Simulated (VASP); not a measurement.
# SnTe (F-43m) in VASP: a series of runs

One crystal, SnTe, is run at these levels: PBE; tasks: single point.

Everything below comes from runs of VASP 6.6.1. Logs are shortened: lines on timing, memory, paths and dates and some standing lists are left out, and cuts for length are marked.

**1. Starting point**

It takes space group F-43m (No. 216, cubic). Conventional cell: a = 7.222 Å, b = 7.222 Å, c = 7.222 Å, α = 90.00°, β = 90.00°, γ = 90.00°. Around Te (site symmetry -43m) lie 4 Sn at 3.13 Å. Sn (site symmetry -43m) is surrounded by 4 Te at 3.13 Å.

Measurements of this composition are mostly on another form, of space group No. 225.

**2. Single point, PBE, spin-orbit coupling, no magnetisation**

INCAR reads:

```
ALGO = Normal ; EDIFF = 1E-7
ENCUT = 650 ; GGA = PE
GGA_COMPAT = False ; ISIF = 2
ISMEAR = 0 ; LASPH = True
LCHARG = False ; LORBIT = 11
LREAL = False ; LSORBIT = True
LWAVE = False ; MAGMOM = 0 0 0 0 0 0
NBANDS = 36 ; NELM = 100
PREC = Accurate ; SIGMA = 0.02
```

KPOINTS reads:

```
k-points
0
Gamma
  5 5 5
```

POSCAR reads:

```
SnTe
1.0
    0.0000000000      3.6111460000      3.6111460000
    3.6111460000      0.0000000000      3.6111460000
    3.6111460000      3.6111460000      0.0000000000
Te Sn
1 1
Direct
    0.2500000000      0.2500000000      0.2500000000
    0.0000000000      0.0000000000      0.0000000000
```

Potentials or basis: VASP PAW PBE potentials, release 64 (Te, Sn_d).

Started as:

```sh
> cat potpaw_PBE.64/Te/POTCAR potpaw_PBE.64/Sn_d/POTCAR > POTCAR
> mpirun -np 1 vasp_ncl > vasp.out
```

OUTCAR:

```text
EDIFF = 1E-7
   ENCUT = 650
   GGA = PE
   ISIF = 2
   ISMEAR = 0
   LASPH = True
   LORBIT = 11
   LREAL = False
   LSORBIT = True
   NELM = 100
   PREC = Accurate

 Found     14 irreducible k-points:

 Following reciprocal coordinates:
            Coordinates               Weight
  0.000000  0.000000  0.000000      1.000000
  0.200000  0.000000  0.000000      4.000000
 -0.200000  0.000000  0.000000      4.000000
  0.400000  0.000000  0.000000      4.000000
 -0.400000  0.000000  0.000000      4.000000
  0.200000  0.200000  0.000000      6.000000
   k-points           NKPTS =     14   k-points in BZ     NKDIM =     14   number of bands    NBANDS=     36
   number of dos      NEDOS =    301   number of ions     NIONS =      2
   total plane-waves  NPLWV =  74088
   dimension x,y,z NGX =    42 NGY =   42 NGZ =   42
   dimension x,y,z NGXF=    84 NGYF=   84 NGZF=   84
   ions per type =               1   1
   NGX,Y,Z   is equivalent  to a cutoff of  13.67, 13.67, 13.67 a.u.
   NGXF,Y,Z  is equivalent  to a cutoff of  27.34, 27.34, 27.34 a.u.
 SYSTEM =  unknown system
   PREC   = accura    normal or accurate (medium, high low for compatibility)
   ISTART =      0    job   : 0-new  1-cont  2-samecut
   ICHARG =      2    charge: 1-file 2-atom 10-const
   ISPIN  =      1    spin polarized calculation?
   LNONCOLLINEAR =      T non collinear calculations
   LSORBIT =      T    spin-orbit coupling
   LASPH  =      T    aspherical Exc in radial PAW
   ENCUT  =  650.0 eV  47.77 Ry    6.91 a.u.  10.62 10.62 10.62*2*pi/ulx,y,z
   NELM   =    100;   NELMIN=  2; NELMDL= -5     # of ELM steps
   EDIFF  = 0.1E-06   stopping-criterion for ELM
   LREAL  =      F    real-space projection
   EDIFFG = 0.1E-05   stopping-criterion for IOM
   NSW    =      0    number of steps for IOM
   IBRION =     -1    ionic relax: 0-MD 1-quasi-New 2-CG
   NFREE  =      0    steps in history (QN), initial steepest desc. (CG)
   ISIF   =      2    stress and relaxation
   ISYM   =      2    0-nonsym 1-usesym 2-fastsym
   POTIM  = 0.5000    time-step for ionic-motion
   TEBEG  =    0.0;   TEEND  =   0.0 temperature during run
   PSTRESS=    0.0 pullay stress
   NELECT =      20.0000    total number of electrons
   NUPDOWN=      -1.0000    fix difference up-down
   EMIN   =  10.00;   EMAX   =-10.00  energy-range for DOS
   EFERMI =   0.00;   METHOD = LEGACY
   ISMEAR =     0;   SIGMA  =   0.02  broadening in eV -4-tet -1-fermi 0-gaus
   EFERMI_NEDOS =   21; number of points for ismear=-14 and -15
   IALGO  =     38    algorithm
   IMIX   =      4    mixing-type and parameters
     AMIX     =   0.40;   BMIX     =  1.00
[... 261 lines left out ...]
  external PRESSURE =       0.1283312 kB  Pullay stress =       0.0000000 kB

 VOLUME and BASIS-vectors are now :
 -----------------------------------------------------------------------------
  energy-cutoff  :      650.00
  volume of cell :       94.18
      direct lattice vectors                 reciprocal lattice vectors
     0.000000000  3.611146000  3.611146000    -0.138460201  0.138460201  0.138460201
     3.611146000  0.000000000  3.611146000     0.138460201 -0.138460201  0.138460201
     3.611146000  3.611146000  0.000000000     0.138460201  0.138460201 -0.138460201

 POSITION                                       TOTAL-FORCE (eV/Angst)
 -----------------------------------------------------------------------------------
      1.80557      1.80557      1.80557         0.000000      0.000000      0.000000
      0.00000      0.00000      0.00000        -0.000000     -0.000000     -0.000000
 -----------------------------------------------------------------------------------
    total drift:                               -0.000000     -0.000000     -0.000000

  FREE ENERGIE OF THE ION-ELECTRON SYSTEM (eV)
  ---------------------------------------------------
  free  energy   TOTEN  =        -7.2262573496 eV

  energy  without entropy=       -7.2262573496  energy(sigma->0) =       -7.22625735

 Spin-Orbit-Coupling matrix elements

 Ion:    1  E_soc:     -0.2238335
 l=   1
     0.0000000    -0.0373045    -0.0373045
    -0.0373045     0.0000000    -0.0373045
    -0.0373045    -0.0373045     0.0000000
 l=   2
     0.0000000     0.0000077     0.0000000     0.0000077    -0.0000088
     0.0000077     0.0000000    -0.0000066     0.0000077    -0.0000022
     0.0000000    -0.0000066     0.0000000    -0.0000066     0.0000000
     0.0000077     0.0000077    -0.0000066     0.0000000    -0.0000022
    -0.0000088    -0.0000022     0.0000000    -0.0000022     0.0000000
 l=   3
     0.0000000     0.0000000     0.0000000     0.0000000     0.0000000     0.0000000     0.0000000
     0.0000000     0.0000000     0.0000000     0.0000000     0.0000000     0.0000000     0.0000000
     0.0000000     0.0000000     0.0000000     0.0000000     0.0000000     0.0000000     0.0000000
     0.0000000     0.0000000     0.0000000     0.0000000     0.0000000     0.0000000     0.0000000
     0.0000000     0.0000000     0.0000000     0.0000000     0.0000000     0.0000000     0.0000000
     0.0000000     0.0000000     0.0000000     0.0000000     0.0000000     0.0000000     0.0000000
     0.0000000     0.0000000     0.0000000     0.0000000     0.0000000     0.0000000     0.0000000

 Ion:    2  E_soc:     -0.1049415
 l=   1
     0.0000000    -0.0113623    -0.0113623
    -0.0113623     0.0000000    -0.0113623
    -0.0113623    -0.0113623     0.0000000
 l=   2
     0.0000000    -0.0012421     0.0000000    -0.0012421    -0.0048859
    -0.0012421     0.0000000    -0.0036644    -0.0012421    -0.0012215
     0.0000000    -0.0036644     0.0000000    -0.0036644     0.0000000
    -0.0012421    -0.0012421    -0.0036644     0.0000000    -0.0012215
    -0.0048859    -0.0012215     0.0000000    -0.0012215     0.0000000
 l=   3
     0.0000000     0.0000000     0.0000000     0.0000000     0.0000000     0.0000000     0.0000000
     0.0000000     0.0000000     0.0000000     0.0000000     0.0000000     0.0000000     0.0000000
     0.0000000     0.0000000     0.0000000     0.0000000     0.0000000     0.0000000     0.0000000
     0.0000000     0.0000000     0.0000000     0.0000000     0.0000000     0.0000000     0.0000000
     0.0000000     0.0000000     0.0000000     0.0000000     0.0000000     0.0000000     0.0000000
     0.0000000     0.0000000     0.0000000     0.0000000     0.0000000     0.0000000     0.0000000
     0.0000000     0.0000000     0.0000000     0.0000000     0.0000000     0.0000000     0.0000000

 total charge

# of ion       s       p       d       tot
------------------------------------------
    1        1.391   1.955   0.016   3.362
    2        1.399   0.699   9.957  12.056
--------------------------------------------------
tot          2.791   2.654   9.973  15.418

 magnetization (x)

# of ion       s       p       d       tot
------------------------------------------
    1        0.000  -0.000  -0.000  -0.000
    2        0.000  -0.000   0.000   0.000
--------------------------------------------------
tot          0.000  -0.000  -0.000  -0.000

 magnetization (y)

# of ion       s       p       d       tot
------------------------------------------
    1        0.000   0.000   0.000   0.000
    2        0.000   0.000   0.000   0.000
--------------------------------------------------
tot          0.000   0.000   0.000   0.000

 magnetization (z)

# of ion       s       p       d       tot
------------------------------------------
    1       -0.000  -0.000  -0.000  -0.000
    2        0.000  -0.000  -0.000   0.000
--------------------------------------------------
tot          0.000  -0.000  -0.000  -0.000
```

OSZICAR:

```text
N       E                     dE             d eps       ncg     rms          rms(c)
DAV:   1     0.176626618022E+03    0.17663E+03   -0.97276E+03  1044   0.131E+03
DAV:   2     0.186457394190E+02   -0.15798E+03   -0.15009E+03  1016   0.368E+02
DAV:   3    -0.601150823233E+01   -0.24657E+02   -0.24073E+02  1204   0.128E+02
DAV:   4    -0.732061505316E+01   -0.13091E+01   -0.13041E+01  1212   0.306E+01
DAV:   5    -0.737084722587E+01   -0.50232E-01   -0.50227E-01  1412   0.580E+00    0.487E+00
DAV:   6    -0.722542964223E+01    0.14542E+00   -0.27210E-01  1204   0.270E+00    0.319E+00
DAV:   7    -0.722338497890E+01    0.20447E-02   -0.77163E-02  1120   0.106E+00    0.175E+00
DAV:   8    -0.722437294640E+01   -0.98797E-03   -0.30565E-03  1092   0.407E-01    0.709E-01
DAV:   9    -0.722543026372E+01   -0.10573E-02   -0.17687E-03  1208   0.291E-01    0.165E-01
DAV:  10    -0.722595264817E+01   -0.52238E-03   -0.40294E-04  1088   0.135E-01    0.485E-02
DAV:  11    -0.722621825633E+01   -0.26561E-03   -0.23221E-04  1104   0.683E-02    0.232E-02
DAV:  12    -0.722625256528E+01   -0.34309E-04   -0.36183E-05  1248   0.288E-02    0.203E-02
DAV:  13    -0.722625581123E+01   -0.32459E-05   -0.36594E-06  1104   0.138E-02    0.838E-03
DAV:  14    -0.722625705610E+01   -0.12449E-05   -0.13268E-06   972   0.575E-03    0.156E-03
DAV:  15    -0.722625728616E+01   -0.23005E-06   -0.33728E-07  1008   0.484E-03    0.207E-03
DAV:  16    -0.722625734958E+01   -0.63419E-07   -0.28601E-08   904   0.139E-03
   1 F= -.72262573E+01 E0= -.72262573E+01  d E =-.942988E-15  mag=     0.0000    -0.0000     0.0000
```

Wall time 3.1 min (1 thread of Intel Xeon Platinum 8488C (Sapphire Rapids), shared host); peak memory 0.59 GiB.

These settings aren't checked as converged: the numbers below hold their error.

What came out:

| Item | Value |
| --- | --- |
| Free energy | -7.2263 eV |
| Pressure | 0.0 GPa |
| Valence electrons inside the program's atomic spheres | Te 3.36; Sn 12.06 |

**3. Single point, PBE, spin-orbit coupling, no magnetisation**

Edit INCAR of step 2 so:

```diff
@@ -1,3 +1,3 @@
 ALGO = Normal ; EDIFF = 1E-7
-ENCUT = 650 ; GGA = PE
+ENCUT = 340 ; GGA = PE
 GGA_COMPAT = False ; ISIF = 2
```

KPOINTS reads:

```
k-points
0
Gamma
  7 7 7
```

POSCAR is that of step 2.

Potentials or basis: VASP PAW PBE potentials, release 64 (Te, Sn_d).

Started as:

```sh
> cat potpaw_PBE.64/Te/POTCAR potpaw_PBE.64/Sn_d/POTCAR > POTCAR
> mpirun -np 1 vasp_ncl > vasp.out
```

It took 1.8 min on 1 thread of Intel Xeon Platinum 8488C (Sapphire Rapids), shared host; peak memory 0.33 GiB.

These settings aren't checked as converged: the numbers below hold their error.

Results:

- Free energy: -7.2248 eV
- Pressure: -0.2 GPa
- Valence electrons inside the program's atomic spheres: Te 3.36; Sn 12.05

**4. Single point, PBE, spin-orbit coupling, no magnetisation**

Edit INCAR of step 3 so:

```diff
@@ -1,3 +1,3 @@
 ALGO = Normal ; EDIFF = 1E-7
-ENCUT = 340 ; GGA = PE
+ENCUT = 400 ; GGA = PE
 GGA_COMPAT = False ; ISIF = 2
```

KPOINTS is that of step 3.

POSCAR is that of step 3.

Potentials or basis: VASP PAW PBE potentials, release 64 (Te, Sn_d).

Started as:

```sh
> cat potpaw_PBE.64/Te/POTCAR potpaw_PBE.64/Sn_d/POTCAR > POTCAR
> mpirun -np 1 vasp_ncl > vasp.out
```

OUTCAR:

```text
EDIFF = 1E-7
   ENCUT = 400
   GGA = PE
   ISIF = 2
   ISMEAR = 0
   LASPH = True
   LORBIT = 11
   LREAL = False
   LSORBIT = True
   NELM = 100
   PREC = Accurate

 Found     30 irreducible k-points:

 Following reciprocal coordinates:
            Coordinates               Weight
  0.000000  0.000000  0.000000      1.000000
  0.142857  0.000000  0.000000      4.000000
 -0.142857  0.000000  0.000000      4.000000
  0.285714  0.000000  0.000000      4.000000
 -0.285714  0.000000  0.000000      4.000000
  0.428571  0.000000  0.000000      4.000000
   k-points           NKPTS =     30   k-points in BZ     NKDIM =     30   number of bands    NBANDS=     36
   number of dos      NEDOS =    301   number of ions     NIONS =      2
   total plane-waves  NPLWV =  46656
   dimension x,y,z NGX =    36 NGY =   36 NGZ =   36
   dimension x,y,z NGXF=    72 NGYF=   72 NGZF=   72
   ions per type =               1   1
   NGX,Y,Z   is equivalent  to a cutoff of  11.72, 11.72, 11.72 a.u.
   NGXF,Y,Z  is equivalent  to a cutoff of  23.44, 23.44, 23.44 a.u.
 SYSTEM =  unknown system
   PREC   = accura    normal or accurate (medium, high low for compatibility)
   ISTART =      0    job   : 0-new  1-cont  2-samecut
   ICHARG =      2    charge: 1-file 2-atom 10-const
   ISPIN  =      1    spin polarized calculation?
   LNONCOLLINEAR =      T non collinear calculations
   LSORBIT =      T    spin-orbit coupling
[... 329 lines left out ...]
     0.0000000     0.0000000     0.0000000     0.0000000     0.0000000     0.0000000     0.0000000
     0.0000000     0.0000000     0.0000000     0.0000000     0.0000000     0.0000000     0.0000000
     0.0000000     0.0000000     0.0000000     0.0000000     0.0000000     0.0000000     0.0000000

 Ion:    2  E_soc:     -0.1047232
 l=   1
     0.0000000    -0.0113271    -0.0113271
    -0.0113271     0.0000000    -0.0113271
    -0.0113271    -0.0113271     0.0000000
 l=   2
     0.0000000    -0.0012419     0.0000000    -0.0012419    -0.0048849
    -0.0012419     0.0000000    -0.0036637    -0.0012419    -0.0012212
     0.0000000    -0.0036637     0.0000000    -0.0036637     0.0000000
    -0.0012419    -0.0012419    -0.0036637     0.0000000    -0.0012212
    -0.0048849    -0.0012212     0.0000000    -0.0012212     0.0000000
 l=   3
     0.0000000     0.0000000     0.0000000     0.0000000     0.0000000     0.0000000     0.0000000
     0.0000000     0.0000000     0.0000000     0.0000000     0.0000000     0.0000000     0.0000000
     0.0000000     0.0000000     0.0000000     0.0000000     0.0000000     0.0000000     0.0000000
     0.0000000     0.0000000     0.0000000     0.0000000     0.0000000     0.0000000     0.0000000
     0.0000000     0.0000000     0.0000000     0.0000000     0.0000000     0.0000000     0.0000000
     0.0000000     0.0000000     0.0000000     0.0000000     0.0000000     0.0000000     0.0000000
     0.0000000     0.0000000     0.0000000     0.0000000     0.0000000     0.0000000     0.0000000

 total charge

# of ion       s       p       d       tot
------------------------------------------
    1        1.391   1.955   0.016   3.362
    2        1.399   0.699   9.957  12.055
--------------------------------------------------
tot          2.791   2.654   9.973  15.418

 magnetization (x)

# of ion       s       p       d       tot
------------------------------------------
    1        0.000  -0.000   0.000  -0.000
    2        0.000   0.000  -0.000   0.000
--------------------------------------------------
tot          0.000   0.000  -0.000   0.000

 magnetization (y)

# of ion       s       p       d       tot
------------------------------------------
    1        0.000  -0.000   0.000  -0.000
    2        0.000   0.000   0.000   0.000
--------------------------------------------------
tot          0.000   0.000   0.000   0.000

 magnetization (z)

# of ion       s       p       d       tot
------------------------------------------
    1        0.000   0.000   0.000   0.000
    2        0.000   0.000  -0.000   0.000
--------------------------------------------------
tot          0.000   0.000  -0.000   0.000
```

OSZICAR:

```text
N       E                     dE             d eps       ncg     rms          rms(c)
DAV:   1     0.146822007415E+03    0.14682E+03   -0.76798E+03  2192   0.962E+02
DAV:   2     0.134655811461E+02   -0.13336E+03   -0.12731E+03  2200   0.278E+02
DAV:   3    -0.640613571995E+01   -0.19872E+02   -0.19489E+02  2552   0.111E+02
DAV:   4    -0.733322249863E+01   -0.92709E+00   -0.92458E+00  2532   0.264E+01
DAV:   5    -0.737142697638E+01   -0.38204E-01   -0.38203E-01  3100   0.498E+00    0.488E+00
DAV:   6    -0.722563378027E+01    0.14579E+00   -0.26967E-01  2564   0.268E+00    0.319E+00
DAV:   7    -0.722358289097E+01    0.20509E-02   -0.77174E-02  2392   0.104E+00    0.174E+00
DAV:   8    -0.722459324112E+01   -0.10104E-02   -0.30438E-03  2384   0.406E-01    0.709E-01
DAV:   9    -0.722566465235E+01   -0.10714E-02   -0.17420E-03  2580   0.287E-01    0.168E-01
DAV:  10    -0.722620241472E+01   -0.53776E-03   -0.40341E-04  2284   0.134E-01    0.497E-02
DAV:  11    -0.722647176226E+01   -0.26935E-03   -0.23169E-04  2292   0.674E-02    0.234E-02
DAV:  12    -0.722650678302E+01   -0.35021E-04   -0.36517E-05  2652   0.286E-02    0.206E-02
DAV:  13    -0.722650999541E+01   -0.32124E-05   -0.33943E-06  2316   0.135E-02    0.884E-03
DAV:  14    -0.722651131186E+01   -0.13165E-05   -0.14815E-06  2024   0.584E-03    0.162E-03
DAV:  15    -0.722651154498E+01   -0.23312E-06   -0.32822E-07  2156   0.478E-03    0.209E-03
DAV:  16    -0.722651161186E+01   -0.66876E-07   -0.33485E-08  1860   0.147E-03
   1 F= -.72265116E+01 E0= -.72265116E+01  d E =-.630393E-10  mag=    -0.0000     0.0000    -0.0000
```

stdout:

```text
POSCAR found type information on POSCAR TeSn
 POSCAR found :  2 types and       2 ions
 scaLAPACK will be used
 LDA part: xc-table for (Slater+PW92), standard interpolation
 POSCAR, INCAR and KPOINTS ok, starting setup
 FFT: planning ... GRIDC
 FFT: planning ... GRID_SOFT
 FFT: planning ... GRID
 WAVECAR not read
 entering main loop
```

It took 2.7 min on 1 thread of Intel Xeon Platinum 8488C (Sapphire Rapids), shared host; peak memory 0.43 GiB.

These settings aren't checked as converged: the numbers below hold their error.

Results:

```yaml
Free_energy: -7.2265 eV
Pressure: 0.0 GPa
Valence_electrons_inside_the_program's_atomic_spheres: Te 3.36; Sn 12.05
```
